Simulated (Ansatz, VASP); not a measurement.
# One calculation of Ca8HF15 (a cell with a defect) (Fluorite), two programs

```
CELL_PARAMETERS angstrom
0.00000 5.46200 5.46200
5.46200 0.00000 5.46200
5.46200 5.46200 0.00000
ATOMIC_POSITIONS crystal
Ca 0.00011 0.00011 0.00011
Ca 0.00011 0.00011 0.49968
Ca 0.00011 0.49968 0.00011
Ca 0.00017 0.49994 0.49994
Ca 0.49968 0.00011 0.00011
Ca 0.49994 0.00017 0.49994
Ca 0.49994 0.49994 0.00017
Ca 0.49994 0.49994 0.49994
H 0.12500 0.12500 0.12500
F 0.12496 0.12496 0.62504
F 0.12496 0.62504 0.12496
F 0.12496 0.62504 0.62504
F 0.62504 0.12496 0.12496
F 0.62504 0.12496 0.62504
F 0.62504 0.62504 0.12496
F 0.62500 0.62500 0.62500
F 0.37500 0.37500 0.37500
F 0.37406 0.37406 0.87594
F 0.37406 0.87594 0.37406
F 0.37406 0.87594 0.87594
F 0.87594 0.37406 0.37406
F 0.87594 0.37406 0.87594
F 0.87594 0.87594 0.37406
F 0.87500 0.87500 0.87500
```

Alike in both runs: functional PBE; k mesh 3 × 3 × 3; occupations fermi-dirac, width 0.01 eV; no spin polarisation.

Ansatz relaxed the structure, and its values are those at the end. VASP's run is a single point on that final structure, the one shown.

|  | VASP | Ansatz |
| --- | --- | --- |
| version | VASP 6.6.1 | Ansatz 0.2.0 |
| potentials or method | VASP PAW PBE potentials, release 64 (Ca_sv, H, F) | plane-wave PAW, scalar-relativistic |
| plane-wave cutoff (eV) | 520 | 420 |
| valence electrons in the cell | 186 | 186 |

VASP gave:

| Item | Value |
| --- | --- |
| gap on the k mesh at the Fermi level (eV) | 5.51 |
| pressure (GPa) | 2.2 |
| rms of the force components (eV/Å) | 0.015 |

What did Ansatz give for the same quantities?

gap on the k mesh at the Fermi level (eV): 5.53; pressure (GPa): 2.0; rms of the force components (eV/Å): 0.011.

With one functional, cell and mesh, what is left measures potentials, basis and numerics. Ansatz warned: «stress_scf_threshold_loose».

As with any semilocal functional, this PBE gap is likely too small.
